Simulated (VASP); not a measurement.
BeTe: single point with LDA

BeTe:

```
CELL_PARAMETERS angstrom
0.00000 2.77000 2.77000
2.77000 0.00000 2.77000
2.77000 2.77000 0.00000
ATOMIC_POSITIONS crystal
Te 0.75000 0.75000 0.75000
Be 0.00000 0.00000 0.00000
```

```json
{
  "Program": "VASP 6.6.1",
  "Task": "single point",
  "Functional": "LDA",
  "Potentials or basis": "VASP PAW LDA potentials, release 64 (Te, Be)",
  "Cutoff": "520 eV",
  "k mesh": "8 × 8 × 8",
  "Occupations": "gaussian, width 0.02 eV",
  "Spin": "no spin polarisation"
}
```

| Property | Result |
| --- | --- |
| Pressure | 0.8 GPa |
| Band gap on the k mesh | 1.75 eV, indirect (least direct gap 3.54 eV) |

Levels at points of the mesh, in eV from the valence-band top:
```
           k point  band 2  band 3  band 4  band 5  band 6  band 7
(0.00, 0.00, 0.00)    0.00    0.00    0.00    3.54    3.54    3.54
(0.50, 0.00, 0.00)   -5.86   -1.22   -1.22    3.19    4.53    4.53
(0.50, 0.50, 0.00)   -5.35   -2.83   -2.83    1.75    2.58    9.91
```

Run time: 6.7 s on 1 thread of AMD EPYC 9R14 (Zen 4) (shared host), peak memory 0.12 GiB.

Caveat: spin-orbit coupling is left out, which moves the levels of the heavy elements. Expect the measured gap to be larger: semilocal functionals such as LDA lack the derivative discontinuity.
